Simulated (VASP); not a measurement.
Set up this calculation in VASP 6.6.1, as the native input.

| Property | Result |
| --- | --- |
| Task | single point |
| Functional | PBE |
| Potentials or basis | VASP PAW PBE potentials, release 64 (Sn_d, O) |
| Cutoff | 520 eV |
| k mesh | 9 × 6 × 5 |
| Occupations | fermi-dirac, width 0.05 eV |
| Spin | no spin polarisation |
| Further INCAR settings | ALGO = Normal; EDIFF = 1e-07; NBANDS = 20 |

The structure of SnO2 lies in POSCAR:

```
SnO2
1.0
    3.0232700000      0.0000000000      0.0000000000
    0.0000000000      4.9646800000      0.0000000000
    0.0000000000      0.0000000000      5.9769600000
Sn O
1 2
Direct
    0.5000000000      0.5000000000      0.0000000000
    0.0000000000      0.5000000000      0.7757200000
    0.0000000000      0.5000000000      0.2242800000
```

The cell was built by a generator and needn't be a form met in nature.

These files were run (other wordings do the same):

INCAR

```
SYSTEM = SnO2
  PREC = Accurate
  ENCUT = 520
  EDIFF = 1E-7
  ISMEAR = -1
  SIGMA = 0.05
  LREAL = .FALSE.
  LASPH = .TRUE.
  NELM = 80
  ALGO = Normal
  ISIF = 2
  LWAVE = .FALSE.
  LCHARG = .FALSE.
  GGA = PE
  NBANDS = 20
```

KPOINTS

```
Automatic mesh
0
G
  9 6 5
  0 0 0
```

Potentials or basis: VASP PAW PBE potentials, release 64 (Sn_d, O).

Launch:

```bash
$ cat potpaw_PBE.64/Sn_d/POTCAR potpaw_PBE.64/O/POTCAR > POTCAR
$ mpirun -np 1 vasp_std > vasp.out
```

It gave:

```json
{
  "Pressure": "0.8 GPa",
  "Largest force": "0.095 eV/Å",
  "Band gap on the k mesh": "1.29 eV, indirect (least direct gap 1.85 eV)"
}
```

Caveat: spin-orbit coupling is left out, which moves the levels of the heavy elements; an odd mesh through Γ misses points on the zone boundary, where band edges often lie.

Wall time 39 s on 1 thread of Intel(R) Xeon(R) 6975P-C (Granite Rapids) (shared host), peak memory 0.26 GiB.
